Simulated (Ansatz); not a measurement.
**Relativity along a family in space group Fm-3m**

All-electron LAPW with PBE in Ansatz 0.2.0. Each compound is solved scalar-relativistically and non-relativistic at one fixed cell (conventional cell and sites; prototypes and MP cells are computed structures that needn't be known phases). Gaps are the smallest over the k mesh and a high-symmetry path, and those under 0.4 eV may close elsewhere:

Tc: a = 3.90 Å, b = 3.90 Å, c = 3.90 Å; Tc 4a (0.000 0.000 0.000); 18×18×18 mesh, smearing 0.03 eV, COD 1534910, reported
Ag: a = 4.09 Å, b = 4.09 Å, c = 4.09 Å; Ag 4a (0.000 0.000 0.000); 15×15×15 mesh, smearing 0.03 eV, COD 9008459, reported
In: a = 4.79 Å, b = 4.79 Å, c = 4.79 Å; In 4a (0.000 0.000 0.000); 15×15×15 mesh, smearing 0.05 eV, fcc type, relaxed by us
Yb: a = 5.22 Å, b = 5.22 Å, c = 5.22 Å; Yb 4a (0.000 0.000 0.000); 13×13×13 mesh, smearing 0.05 eV, fcc type, relaxed by us
Ta: a = 4.22 Å, b = 4.22 Å, c = 4.22 Å; Ta 4a (0.000 0.000 0.000); 15×15×15 mesh, smearing 0.08 eV, COD 1534932, reported
Pb: a = 4.94 Å, b = 4.94 Å, c = 4.94 Å; Pb 4a (0.000 0.000 0.000); 12×12×12 mesh, smearing 0.05 eV, COD 9012959, measured, may be off

Semilocal functionals without a Hubbard term describe localised f shells poorly; where the shell is localised, the real material differs.

| compound | largest Z | P scalar (GPa) | P non-relativistic less P scalar (GPa) | gap scalar (eV) | gap non-relativistic (eV) |
| --- | --- | --- | --- | --- | --- |
| Tc | 43 | -6.2 | ? | none | none |
| Ag | 47 | 4.5 | +7.37 | none | none |
| In | 49 | 0.0 | ? | none | none |
| Yb | 70 | 0.0 | +6.35 | none | none |
| Ta | 73 | 0.6 | +7.67 | none | none |
| Pb | 82 | 3.0 | ? | none | none |

(1) What belongs in the row "In", column "P non-relativistic less P scalar (GPa)"?

(2) Fill in "P non-relativistic less P scalar (GPa)" for the row "Tc".

(3) Fill in "P non-relativistic less P scalar (GPa)" for the row "Pb".

Results:

(1) -0.07.

(2) +5.39.

(3) +2.00.
